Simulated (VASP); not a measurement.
Crystal: SnO2 (Cassiterite).

```xyz
6
Lattice="4.7380 0.0000 0.0000 0.0000 4.7380 0.0000 0.0000 0.0000 3.1865" Properties=species:S:1:pos:R:3 pbc="T T T"
Sn    2.3690    2.3690    1.5933
Sn    0.0000    0.0000    0.0000
O     3.8240    0.9140    1.5933
O     3.2830    3.2830    0.0000
O     0.9140    3.8240    1.5933
O     1.4550    1.4550    0.0000
```

| Item | Value |
| --- | --- |
| Program | VASP 6.6.1 |
| Task | relaxation of cell and atoms |
| Functional | revPBE |
| Dispersion | D3 |
| Potentials or basis | VASP PAW PBE potentials, release 64 (Sn_d, O) |
| Cutoff | 600 eV |
| k mesh | 6 × 6 × 8 |
| Occupations | fermi-dirac, width 0.05 eV |
| Spin | no spin polarisation |

At the start: pressure 9.7 GPa; volume 11.92 Å³/atom.

**Question.** Where does the relaxation end?

**Answer.** Over 7 steps the energy falls by 17.3 meV/atom and the volume is 12.49 Å³/atom (+4.8 %); space group P4_2/mnm (No. 136, to 0.05 Å).

The path:
```tsv
step	energy change (eV)	largest force (eV/Å)	pressure (GPa)	volume (Å³)
1	0.0000	0.3725	9.74	71.53
2	0.0487	0.3407	-9.38	79.30
3	-0.1027	0.0033	-0.04	74.87
4	-0.1027	0.0031	0.13	74.80
5	-0.1036	0.0079	0.08	74.87
6	-0.1037	0.0107	0.04	74.91
7	-0.1037	0.0020	-0.06	74.95
```

Final structure:
```cif
data_structure
_symmetry_space_group_name_H-M 'P 1'
_symmetry_Int_Tables_number 1
_cell_length_a 4.8148
_cell_length_b 4.8148
_cell_length_c 3.2330
_cell_angle_alpha 90.000
_cell_angle_beta 90.000
_cell_angle_gamma 90.000
_cell_volume 74.95
loop_
_atom_site_label
_atom_site_type_symbol
_atom_site_fract_x
_atom_site_fract_y
_atom_site_fract_z
_atom_site_occupancy
Sn1 Sn 0.50000 0.50000 0.50000 1
Sn2 Sn 0.00000 0.00000 0.00000 1
O1 O 0.80581 0.19419 0.50000 1
O2 O 0.69419 0.69419 0.00000 1
O3 O 0.19419 0.80581 0.50000 1
O4 O 0.30581 0.30581 0.00000 1
```

Caveat: the PAW data sets were made with another functional, which shifts forces and pressure a little.
